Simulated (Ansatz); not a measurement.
# ZnO (zincite) under changes of volume

One of the cells (11.900 Å³/atom); the others are scaled copies at fixed shape and fractional positions:

```xyz
4
Lattice="3.2493 0.0000 0.0000 -1.6247 2.8140 0.0000 0.0000 0.0000 5.2057" Properties=species:S:1:pos:R:3 pbc="T T T"
Zn    1.6247    0.9380    0.0000
Zn    0.0000    1.8760    2.6029
O     0.0000    1.8760    4.5759
O     1.6247    0.9380    1.9730
```

```yaml
Program: Ansatz 0.2.0
Functional: PBE
Potentials_or_basis: Ansatz PAW
Cutoff: "420 eV (not typed: the program's choice for these potentials)"
k_mesh: 9 × 9 × 5
Occupations: fermi-dirac, width 0.05 eV
Spin: no spin polarisation
```

```tsv
volume (Å³/atom)	energy over the lowest point (meV/atom)	pressure (GPa)	gap on the mesh (eV)	largest force (eV/Å)
11.186	50.52	15.5	0.89	0.093
11.424	?	?	?	?
11.662	15.85	8.1	0.83	0.077
11.900	6.24	4.9	0.80	0.070
12.138	1.11	2.1	0.78	0.063
12.376	0.00	-0.5	0.75	0.056
12.614	2.49	-2.8	0.72	0.050
```

Task: What does the run at 11.424 Å³/atom give?

Result: Energy over the lowest point 30.42 meV/atom; pressure 11.6 GPa; gap on the mesh 0.86 eV; largest force 0.085 eV/Å.

Worked out: A Birch-Murnaghan fit of order 3 (a polynomial in V^(-2/3)) to the other rows has its minimum at 12.33 Å³/atom with B0 = V·E''(V) = 129 GPa and B' = 4.5 at fixed shape and positions, which overstates the stiffness. It gives 30.42 meV/atom at 11.424 Å³/atom, against the run's 30.42, and -dE/dV = 11.6 GPa, against 11.6. A straight line through the other rows of the gap, of slope -1.39 eV per unit of ln V (its deformation potential), gives 0.86 eV, against the run's 0.86.

Energies are extrapolated to zero smearing.

Caveats: odd divisions of the mesh miss points on the zone boundary, where band edges often lie, so the gap on the mesh can be too wide.
